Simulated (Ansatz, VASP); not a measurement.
**MgO in VASP and in Ansatz**

```
Mg O
1.0
     3.32078    0.00000    0.00000
    -1.66039    2.87588    0.00000
     0.00000    0.00000    5.08421
Mg O
2 2
Cartesian
  0.0000 1.9173 -0.0500
  1.6604 0.9586 2.4921
  0.0000 1.9173 1.9566
  1.6604 0.9586 4.4987
```

Alike in both runs: task single point; functional r2SCAN; k mesh 9 × 9 × 4; no spin polarisation.

|  | VASP | Ansatz |
| --- | --- | --- |
| version | VASP 6.6.1 | Ansatz 0.2.0 |
| potentials or method | VASP PAW PBE potentials, release 64 (Mg, O) | plane waves, PAW |
| plane-wave cutoff (eV) | 520 | 500 |
| occupations | gaussian, width 0.01 eV | fixed |
| valence electrons in the cell | 16 | 32 |

|  | VASP | Ansatz | Ansatz less VASP |
| --- | --- | --- | --- |
| gap on the k mesh at the Fermi level (eV) | 4.04 | 4.05 | +0.015 |
| pressure (GPa) | -4.1 | -3.5 | +0.59 |
| largest component of the traceless stress (GPa) | 0.36 | 0.31 | -0.050 |
| rms of the force components (eV/Å) | 0.015 | 0.012 | -0.0021 |

Atom by atom the forces differ by 0.002 eV/Å (rms over components). The two sets of potentials don't hold the same shells in valence.

Caveats: the PAW data sets were made with another functional, which shifts forces and pressure a little (VASP). r2SCAN opens gaps a little over a GGA but as a rule still falls short of measured ones.
